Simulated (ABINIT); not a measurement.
# C (Fd-3m) in ABINIT: further runs

Aim: see how the results for C move with the level of theory and the settings. Levels: RPBE, LDA, LDA-VWN, rSCAN. Tasks: band structure, equation of state.

All numbers are computed with ABINIT 10.8.3 (patched build); they aren't measurements. Logs are shortened: lines on timing, memory, paths and dates and some standing lists are left out, and cuts for length are marked. The log counts tension as positive stress, the text compression.

**The experiment to reproduce.**

“Equation of state of cubic boron nitride at high pressures and temperatures”, 2007, arxiv:cond-mat/0702656 quotes, for a bulk crystal of C: bulk modulus 444.8 ± 0.8 GPa.

The results are compared with them further down.

**1. The structure**

The structure is cubic, space group Fd-3m (No. 227). Conventional cell: a = 3.567 Å, b = 3.567 Å, c = 3.567 Å, α = 90.00°, β = 90.00°, γ = 90.00°. C (site symmetry -43m) is surrounded by 4 C at 1.54 Å.

This isn't the form of C at room conditions, which is graphite.

**2. Band structure, RPBE**

File run.abi:

```
# Datasets: ground state, then fixed potential
ndtset 2

# Pseudopotentials
pp_dirpath "./"
pseudos "C.GGA_PBE-JTH.xml"

# Structure
acell 2.5220660407 2.5220660407 2.5220660407 Angstrom
rprim
     0.0000000000     0.7071067812     0.7071067812
     0.7071067812     0.0000000000     0.7071067812
     0.7071067812     0.7071067812     0.0000000000
ntypat 1
znucl 6
natom 2
typat 1 1
xcart
     5.0551213183     5.0551213183     5.0551213183
     3.3700808789     3.3700808789     3.3700808789

# Plane-wave basis
ecut 544.227725 eV
pawecutdg 40.0

# Exchange and correlation
ixc 15

# Bands and occupations
occopt 3
tsmear 0.05 eV

# SCF cycle
nstep 100

# Output
iomode 3
prtwf 0
prteig 0
prtebands 0
enunit 2
prtden1 1

# Dataset 1
kptopt1 1
ngkpt1 13 13 13
nshiftk1 1
shiftk1 0.0 0.0 0.0
nband1 8
tolvrs1 1.0e-9

# Dataset 2: bands along G-X-W-K-G-L-U-W-L-K
iscf2 -2
getden2 1
nband2 12
nbdbuf2 2
tolwfr2 1.0e-12
kptopt2 -9
ndivsm2 5
prteig2 1
kptbounds2
     0.0000000000     0.0000000000     0.0000000000
     0.5000000000     0.0000000000     0.5000000000
     0.5000000000     0.2500000000     0.7500000000
     0.3750000000     0.3750000000     0.7500000000
     0.0000000000     0.0000000000     0.0000000000
     0.5000000000     0.5000000000     0.5000000000
     0.6250000000     0.2500000000     0.6250000000
     0.5000000000     0.2500000000     0.7500000000
     0.5000000000     0.5000000000     0.5000000000
     0.3750000000     0.3750000000     0.7500000000
```

Potentials or basis: JTH PAW PBE v2.0.

The run is started by

```sh
$ abinit run.abi > log 2>&1
```

run.abo:

```text
.Version 10.8.3 of ABINIT
 DATASET    1 : space group Fd -3 m (#227); Bravais cF (face-center cubic)
================================================================================
 Values of the parameters that define the memory need for DATASET  1.
     intxc =       0    ionmov =       0      iscf =      17    lmnmax =       8
     lnmax =       4     mgfft =      20  mpssoang =       2    mqgrid =    3001
     natom =       2  nloc_mem =       2    nspden =       1   nspinor =       1
    nsppol =       1      nsym =      48    n1xccc =       1    ntypat =       1
    occopt =       3   xclevel =       2
       mpw =         335          nfft =        8000          nkpt =          84
 PAW method is used; the additional fine FFT grid is defined by:
   mgfftf=        30    nfftf =     27000
================================================================================
================================================================================

 DATASET    2 : space group Fd -3 m (#227); Bravais cF (face-center cubic)
================================================================================
 Values of the parameters that define the memory need for DATASET  2.
     intxc =       0    ionmov =       0      iscf =      -2    lmnmax =       8
     lnmax =       4     mgfft =      20  mpssoang =       2    mqgrid =    3001
     natom =       2  nloc_mem =       2    nspden =       1   nspinor =       1
    nsppol =       1      nsym =      48    n1xccc =       1    ntypat =       1
    occopt =       3   xclevel =       2
       mpw =         335          nfft =        8000          nkpt =          87
 PAW method is used; the additional fine FFT grid is defined by:
   mgfftf=        30    nfftf =     27000
================================================================================
================================================================================

--------------------------------------------------------------------------------
------------- Echo of variables that govern the present computation ------------
--------------------------------------------------------------------------------
 -outvars: echo values of preprocessed input variables --------
            acell      4.7660140884E+00  4.7660140884E+00  4.7660140884E+00 Bohr
              amu      1.20110000E+01
             ecut      2.00000000E+01 Hartree
           enunit           2
           getden1          0
           getden2          1
             iscf1         17
             iscf2         -2
                       outvar_i_n : Printing only first  50 k-points.
              ixc          15
           jdtset        1    2
                       outvar_i_n : Printing only first  50 k-points.
           kptopt1          1
           kptopt2         -9
         kptrlatt       13    0    0      0   13    0      0    0   13
          kptrlen1     6.19581832E+01
          kptrlen2     3.00000000E+01
            natom           2
            nband1          8
            nband2         12
           nbdbuf1          0
           nbdbuf2          2
           ndtset           2
           ndivsm1          0
           ndivsm2          5
            ngfft          20      20      20
          ngfftdg          30      30      30
             nkpt1         84
             nkpt2         87
            nstep         100
             nsym          48
           ntypat           1
                       prtocc : prtvol=0, do not print more k-points.
           occopt           3
        pawecutdg      4.00000000E+01 Hartree
         pawxcdev           0
        prtebands           0
           prteig1          0
           prteig2          1
            prtwf           0
            rprim      0.0000000000E+00  7.0710678120E-01  7.0710678120E-01
                       7.0710678120E-01  0.0000000000E+00  7.0710678120E-01
                       7.0710678120E-01  7.0710678120E-01  0.0000000000E+00
           shiftk1     0.00000000E+00  0.00000000E+00  0.00000000E+00
           shiftk2     5.00000000E-01  5.00000000E-01  5.00000000E-01
          spgroup         227
           tolvrs1     1.00000000E-09
           tolvrs2     0.00000000E+00
           tolwfr1     0.00000000E+00
           tolwfr2     1.00000000E-12
           tsmear      1.83746611E-03 Hartree
            typat      1  1
[... 266 lines left out ...]
  6.74E-13  5.65E-13  3.00E-08  4.41E-13
 -4.0966E-01  3.7339E-01  3.7339E-01  3.7627E-01  5.8494E-01  5.9510E-01
  5.9510E-01  8.6922E-01  1.0970E+00  1.2957E+00  1.3566E+00  1.3984E+00
 Non-SCF case, kpt    3 (  0.07143  0.00000  0.07143), residuals and eigenvalues=
  6.71E-14  6.44E-14  4.40E-13  6.05E-13  9.83E-13  3.22E-13  2.17E-13  2.47E-13
  1.92E-13  5.64E-13  6.57E-07  1.12E-11
[... 408 lines left out ...]
  7.90E-13  4.88E-14  1.54E-13  1.11E-13  6.91E-14  4.71E-14  3.46E-13  7.66E-14
  6.73E-14  4.62E-13  8.04E-13  6.60E-10
 -1.3338E-01 -5.1637E-02  6.7886E-02  2.0236E-01  6.0870E-01  8.5163E-01
  8.6279E-01  9.1204E-01  1.0522E+00  1.2895E+00  1.2955E+00  1.5890E+00
 Non-SCF case, kpt   86 (  0.38889  0.38889  0.72222), residuals and eigenvalues=
  5.57E-14  2.17E-13  1.20E-13  4.47E-14  3.74E-14  9.04E-13  3.89E-13  5.09E-14
  6.85E-14  6.78E-13  3.24E-13  3.74E-08
 -1.1486E-01 -4.5881E-02  4.2173E-02  1.9161E-01  5.9788E-01  8.1411E-01
  8.9031E-01  9.4160E-01  1.0542E+00  1.2877E+00  1.3086E+00  1.6279E+00
 Non-SCF case, kpt   87 (  0.37500  0.37500  0.75000), residuals and eigenvalues=
  5.78E-14  9.22E-13  1.07E-13  6.69E-14  6.41E-13  4.27E-13  4.09E-13  1.42E-13
  1.65E-13  9.21E-13  9.87E-13  5.84E-08
 -9.9576E-02 -5.2962E-02  3.8317E-02  1.8305E-01  5.8941E-01  7.7666E-01
  9.1121E-01  9.5737E-01  1.0713E+00  1.2829E+00  1.3321E+00  1.6415E+00

--- !ResultsGS
iteration_state: {dtset: 2, }
comment   : Summary of ground state results
lattice_vectors:
- [  0.0000000,   3.3700809,   3.3700809, ]
- [  3.3700809,   0.0000000,   3.3700809, ]
- [  3.3700809,   3.3700809,   0.0000000, ]
lattice_lengths: [   4.76601,    4.76601,    4.76601, ]
lattice_angles: [ 60.000,  60.000,  60.000, ] # degrees, (23, 13, 12)
lattice_volume:   7.6551017E+01
convergence: {deltae:  0.000E+00, res2:  0.000E+00, residm:  9.945E-13, diffor:  0.000E+00, }
etotal    :  -1.14573790E+01
entropy   :   0.00000000E+00
fermie    :   4.82582092E-01
cartesian_stress_tensor: null
pressure_GPa: null
xred      :
- [  7.5000E-01,   7.5000E-01,   7.5000E-01,  C]
- [  5.0000E-01,   5.0000E-01,   5.0000E-01,  C]
cartesian_forces: null
force_length_stats: {min: null, max: null, mean: null, }
...

 Integrated electronic density in atomic spheres:
 ------------------------------------------------
 Atom  Sphere_radius  Integrated_density
    1        1.50737          2.65434278
    2        1.50737          2.67511662

================================================================================

 ----iterations are completed or convergence reached----

 Mean square residual over all n,k,spin=   32.456E-14; max=  99.453E-14
 reduced coordinates (array xred) for    2 atoms
       0.749999999573      0.749999999573      0.749999999573
       0.499999999573      0.499999999573      0.499999999573

 cartesian coordinates (angstrom) at end:
    1      2.67505499849504     2.67505499849504     2.67505499849504
    2      1.78336999848844     1.78336999848844     1.78336999848844
 length scales=  4.766014088376  4.766014088376  4.766014088376 bohr
              =  2.522066040700  2.522066040700  2.522066040700 angstroms
 Eigenvalues (hartree) for nkpt=  87  k points:
 kpt#   1, nband= 12, wtk=  1.00000, kpt=  0.0000  0.0000  0.0000 (reduced coord)
  -0.41139    0.38062    0.38062    0.38062    0.58635    0.58635    0.58635    0.86773
   1.09381    1.35439    1.35439    1.39435
 kpt#   2, nband= 12, wtk=  1.00000, kpt=  0.0357  0.0000  0.0357 (reduced coord)
  -0.40966    0.37339    0.37339    0.37627    0.58494    0.59510    0.59510    0.86922
   1.09696    1.29574    1.35659    1.39841
 kpt#   3, nband= 12, wtk=  1.00000, kpt=  0.0714  0.0000  0.0714 (reduced coord)
  -0.40446    0.35477    0.35477    0.36359    0.58091    0.61826    0.61826    0.87219
   1.10611    1.22528    1.36317    1.41059
 kpt#   4, nband= 12, wtk=  1.00000, kpt=  0.1071  0.0000  0.1071 (reduced coord)
  -0.39582    0.33020    0.33020    0.34359    0.57476    0.65032    0.65032    0.87206
   1.12046    1.16555    1.37415    1.43079
 kpt#   5, nband= 12, wtk=  1.00000, kpt=  0.1429  0.0000  0.1429 (reduced coord)
  -0.38374    0.30357    0.30357    0.31745    0.56722    0.68728    0.68728    0.86184
   1.12456    1.13880    1.38951    1.45878
 kpt#   6, nband= 12, wtk=  1.00000, kpt=  0.1786  0.0000  0.1786 (reduced coord)
  -0.36827    0.27705    0.27705    0.28634    0.55906    0.72681    0.72681    0.83669
[... 229 lines left out ...]
 kpt#  83, nband= 12, wtk=  1.00000, kpt=  0.4306  0.4306  0.6389 (reduced coord)
  -0.16542   -0.07729    0.14405    0.22857    0.63643    0.79715    0.83131    0.92133
   1.07892    1.28626    1.29473    1.47694
 kpt#  84, nband= 12, wtk=  1.00000, kpt=  0.4167  0.4167  0.6667 (reduced coord)
  -0.15053   -0.06410    0.10436    0.21488    0.62170    0.83083    0.86814    0.89384
   1.06123    1.28872    1.29150    1.53447
 kpt#  85, nband= 12, wtk=  1.00000, kpt=  0.4028  0.4028  0.6944 (reduced coord)
  -0.13338   -0.05164    0.06789    0.20236    0.60870    0.85163    0.86279    0.91204
   1.05220    1.28947    1.29549    1.58898
 kpt#  86, nband= 12, wtk=  1.00000, kpt=  0.3889  0.3889  0.7222 (reduced coord)
  -0.11486   -0.04588    0.04217    0.19161    0.59788    0.81411    0.89031    0.94160
   1.05419    1.28774    1.30865    1.62786
 kpt#  87, nband= 12, wtk=  1.00000, kpt=  0.3750  0.3750  0.7500 (reduced coord)
  -0.09958   -0.05296    0.03832    0.18305    0.58941    0.77666    0.91121    0.95737
   1.07131    1.28293    1.33212    1.64145
 Eigenvalues (   eV  ) for nkpt=  87  k points:
 kpt#   1, nband= 12, wtk=  1.00000, kpt=  0.0000  0.0000  0.0000 (reduced coord)
 -11.19460   10.35730   10.35730   10.35730   15.95535   15.95535   15.95535   23.61205
  29.76410   36.85484   36.85484   37.94208
 kpt#   2, nband= 12, wtk=  1.00000, kpt=  0.0357  0.0000  0.0357 (reduced coord)
 -11.14742   10.16053   10.16053   10.23882   15.91707   16.19351   16.19351   23.65255
  29.84969   35.25880   36.91457   38.05279
 kpt#   3, nband= 12, wtk=  1.00000, kpt=  0.0714  0.0000  0.0714 (reduced coord)
 -11.00599    9.65385    9.65385    9.89387   15.80735   16.82370   16.82370   23.73337
  30.09873   33.34161   37.09380   38.38420
 kpt#   4, nband= 12, wtk=  1.00000, kpt=  0.1071  0.0000  0.1071 (reduced coord)
 -10.77068    8.98527    8.98527    9.34943   15.64014   17.69604   17.69604   23.72992
  30.48927   31.71632   37.39252   38.93368
 kpt#   5, nband= 12, wtk=  1.00000, kpt=  0.1429  0.0000  0.1429 (reduced coord)
 -10.44214    8.26048    8.26048    8.63825   15.43483   18.70171   18.70171   23.45175
  30.60072   30.98838   37.81058   39.69540
 kpt#   6, nband= 12, wtk=  1.00000, kpt=  0.1786  0.0000  0.1786 (reduced coord)
 -10.02126    7.53893    7.53893    7.79184   15.21275   19.77745   19.77745   22.76761
[... 230 lines left out ...]
  -4.50122   -2.10319    3.91985    6.21983   17.31824   21.69150   22.62098   25.07076
  29.35900   35.00095   35.23137   40.18952
 kpt#  84, nband= 12, wtk=  1.00000, kpt=  0.4167  0.4167  0.6667 (reduced coord)
  -4.09606   -1.74416    2.83986    5.84705   16.91729   22.60805   23.62331   24.32263
  28.87753   35.06784   35.14364   41.75515
 kpt#  85, nband= 12, wtk=  1.00000, kpt=  0.4028  0.4028  0.6944 (reduced coord)
  -3.62943   -1.40511    1.84726    5.50643   16.56363   23.17407   23.47774   24.81776
  28.63177   35.08824   35.25205   43.23841
 kpt#  86, nband= 12, wtk=  1.00000, kpt=  0.3889  0.3889  0.7222 (reduced coord)
  -3.12552   -1.24849    1.14759    5.21397   16.26925   22.15319   24.22666   25.62224
  28.68590   35.04126   35.61016   44.29625
 kpt#  87, nband= 12, wtk=  1.00000, kpt=  0.3750  0.3750  0.7500 (reduced coord)
  -2.70959   -1.44118    1.04266    4.98114   16.03873   21.13410   24.79533   26.05140
  29.15191   34.91040   36.24897   44.66615

== END DATASET(S) ==============================================================
================================================================================

 -outvars: echo values of variables after computation  --------
            acell      4.7660140884E+00  4.7660140884E+00  4.7660140884E+00 Bohr
           etotal1    -1.1457379030E+01
            fcart1     2.2371589557E-27 -6.3918827306E-28  0.0000000000E+00
                      -2.2371589557E-27  6.3918827306E-28  0.0000000000E+00
            rprim      0.0000000000E+00  7.0710678120E-01  7.0710678120E-01
                       7.0710678120E-01  0.0000000000E+00  7.0710678120E-01
                       7.0710678120E-01  7.0710678120E-01  0.0000000000E+00
           strten1    -2.4418167174E-04 -2.4418167174E-04 -2.4418167174E-04
                       0.0000000000E+00  0.0000000000E+00  0.0000000000E+00
           xangst      2.6750549985E+00  2.6750549985E+00  2.6750549985E+00
                       1.7833699985E+00  1.7833699985E+00  1.7833699985E+00
             xred      7.4999999957E-01  7.4999999957E-01  7.4999999957E-01
                       4.9999999957E-01  4.9999999957E-01  4.9999999957E-01
 Calculation completed.
```

Wall time 7.9 s (1 thread of Arm Neoverse V2, shared host); peak memory 0.12 GiB.

Results:

- Free energy: -311.7712 eV
- Pressure: 7.2 GPa
- Band gap on the k mesh: 4.14 eV, indirect (least direct gap 5.60 eV)
- Band gap along the path: 4.12 eV, indirect (least direct gap 5.60 eV)

Levels at the corners of the path, in eV from the valence-band top:
| point | band 1 | band 2 | band 3 | band 4 | band 5 | band 6 | band 7 | band 8 | band 9 |
| --- | --- | --- | --- | --- | --- | --- | --- | --- | --- |
| Γ | -21.55 | 0.00 | 0.00 | 0.00 | 5.60 | 5.60 | 5.60 | 13.25 | 19.41 |
| X | -12.83 | -12.83 | -6.31 | -6.31 | 4.76 | 4.76 | 16.92 | 16.92 | 23.38 |
| W | -12.06 | -12.06 | -8.32 | -8.32 | 10.69 | 10.69 | 12.32 | 12.32 | 21.47 |
| K | -13.07 | -11.80 | -9.31 | -5.38 | 5.68 | 10.78 | 14.44 | 15.69 | 18.79 |
| Γ | -21.55 | 0.00 | 0.00 | 0.00 | 5.60 | 5.60 | 5.60 | 13.25 | 19.41 |
| L | -15.80 | -13.39 | -2.81 | -2.81 | 8.48 | 8.48 | 8.78 | 15.82 | 22.06 |
| U | -13.07 | -11.80 | -9.31 | -5.38 | 5.68 | 10.78 | 14.44 | 15.69 | 18.79 |
| W | -12.06 | -12.06 | -8.32 | -8.32 | 10.69 | 10.69 | 12.32 | 12.32 | 21.47 |
| L | -15.80 | -13.39 | -2.81 | -2.81 | 8.48 | 8.48 | 8.78 | 15.82 | 22.06 |
| K | -13.07 | -11.80 | -9.31 | -5.38 | 5.68 | 10.78 | 14.44 | 15.69 | 18.79 |

Caveat: the PAW data sets were made with another functional, which shifts forces and pressure a little; the atomic spheres overlap.

**3. Band structure, LDA**

run.abi: that of step 2 with these lines changed.

```diff
@@ -5,10 +5,10 @@
 pp_dirpath "./"
-pseudos "C.GGA_PBE-JTH.xml"
+pseudos "C.hgh"
 
 # Structure
-acell 2.5220660407 2.5220660407 2.5220660407 Angstrom
+acell 3*1.0
 rprim
-     0.0000000000     0.7071067812     0.7071067812
-     0.7071067812     0.0000000000     0.7071067812
-     0.7071067812     0.7071067812     0.0000000000
+     0.0000000000     3.3700808789     3.3700808789
+     3.3700808789     0.0000000000     3.3700808789
+     3.3700808789     3.3700808789     0.0000000000
 ntypat 1
@@ -18,11 +18,10 @@
 xcart
-     5.0551213183     5.0551213183     5.0551213183
-     3.3700808789     3.3700808789     3.3700808789
+     2.6750550000     2.6750550000     2.6750550000
+     1.7833700000     1.7833700000     1.7833700000 Angstrom
 
 # Plane-wave basis
-ecut 544.227725 eV
-pawecutdg 40.0
+ecut 1088.455450 eV
 
 # Exchange and correlation
-ixc 15
+ixc 7
 
@@ -40,3 +39,3 @@
 prtebands 0
-enunit 2
+enunit 1
 prtden1 1
@@ -49,3 +48,3 @@
 nband1 8
-tolvrs1 1.0e-9
+tolvrs1 1.0e-10
 
@@ -60,2 +59,3 @@
 prteig2 1
+prtvol2 -3
 kptbounds2
```

Potentials or basis: HGH LDA.

The run is started by

```sh
$ abinit run.abi > log 2>&1
```

It took 17 s on 1 thread of Arm Neoverse V2, shared host; peak memory 0.12 GiB.

The run converged. Its results:

| Item | Value |
| --- | --- |
| Free energy | -310.7552 eV |
| Band gap on the k mesh | 4.13 eV, indirect (least direct gap 5.56 eV) |
| All electrons inside the program's atomic spheres | C 4.66, 4.69 (radii [1.0584] Å) |

Levels at the corners of the path, in eV from the valence-band top:
| point | band 1 | band 2 | band 3 | band 4 | band 5 | band 6 | band 7 | band 8 |
| --- | --- | --- | --- | --- | --- | --- | --- | --- |
| Γ | -21.33 | 0.00 | 0.00 | 0.00 | 5.56 | 5.56 | 5.56 | 13.49 |
| X | -12.61 | -12.61 | -6.29 | -6.29 | 4.72 | 4.72 | 16.67 | 16.67 |
| W | -11.78 | -11.78 | -8.35 | -8.35 | 10.47 | 10.47 | 12.34 | 12.34 |
| K | -12.77 | -11.59 | -9.36 | -5.35 | 5.64 | 10.68 | 14.27 | 15.55 |
| Γ | -21.33 | 0.00 | 0.00 | 0.00 | 5.56 | 5.56 | 5.56 | 13.49 |
| L | -15.48 | -13.35 | -2.79 | -2.79 | 8.42 | 8.42 | 9.00 | 15.44 |
| U | -12.77 | -11.59 | -9.36 | -5.35 | 5.64 | 10.68 | 14.27 | 15.55 |
| W | -11.78 | -11.78 | -8.35 | -8.35 | 10.47 | 10.47 | 12.34 | 12.34 |
| L | -15.48 | -13.35 | -2.79 | -2.79 | 8.42 | 8.42 | 9.00 | 15.44 |
| K | -12.77 | -11.59 | -9.36 | -5.35 | 5.64 | 10.68 | 14.27 | 15.55 |

Caveat: the cutoff is too short for stress, so the log's stress isn't used; an odd mesh through Γ misses points on the zone boundary, where band edges often lie; HGH potentials are hard and often keep d shells in the core, so these values are rough.

**4. Equation of state, LDA-VWN**

File run.abi:

```
# Datasets: one volume each
ndtset 7
getwfk -1
scalecart1 3*0.9795861087
scalecart2 3*0.9864848297
scalecart3 3*0.9932883884
scalecart4 3*1.0000000000
scalecart5 3*1.0066227096
scalecart6 3*1.0131594038
scalecart7 3*1.0196128224

# Pseudopotentials
pp_dirpath "./"
pseudos "C.LDA_PW-JTH.xml"

# Structure
acell 4.7660140852 4.7660140852 4.7660140852
rprim
     0.0000000000     0.7071067812     0.7071067812
     0.7071067812     0.0000000000     0.7071067812
     0.7071067812     0.7071067812     0.0000000000
ntypat 1
znucl 6
natom 2
typat 1 1
xred
     0.7500000000     0.7500000000     0.7500000000
     0.5000000000     0.5000000000     0.5000000000

# Plane-wave basis
ecut 544.227725 eV
pawecutdg 40.0

# k points
kptopt 1
ngkpt 13 13 13
nshiftk 1
shiftk 0.0 0.0 0.0

# Exchange and correlation
ixc -1007

# Bands and occupations
nband 8
occopt 3
tsmear 0.00183747

# SCF cycle
nstep 100
tolvrs 1.0e-9

# Output
iomode 3
prtwf 1
prtden 0
prteig 0
prtebands 0
```

Potentials or basis: JTH PAW LDA v2.0.

The run is started by

```sh
$ abinit run.abi > log 2>&1
```

Wall time 20 s (1 thread of Arm Neoverse V2, shared host); peak memory 0.12 GiB.

The run converged. Its results:

```yaml
Equilibrium_volume: 5.50 Å³/atom
Bulk_modulus: 470 GPa
Pressure_derivative_of_the_bulk_modulus: 3.7
```

Energy against volume, from the lowest point:
```csv
volume (Å³/atom),energy (meV/atom)
5.332,6.87
5.445,0.00
5.558,0.28
5.672,7.12
5.785,19.84
5.899,37.94
6.012,60.94
```

Caveat: pressures at fixed basis lie under the slope of the energies; the atomic spheres overlap.

(Part 1 of 2 ends here.)
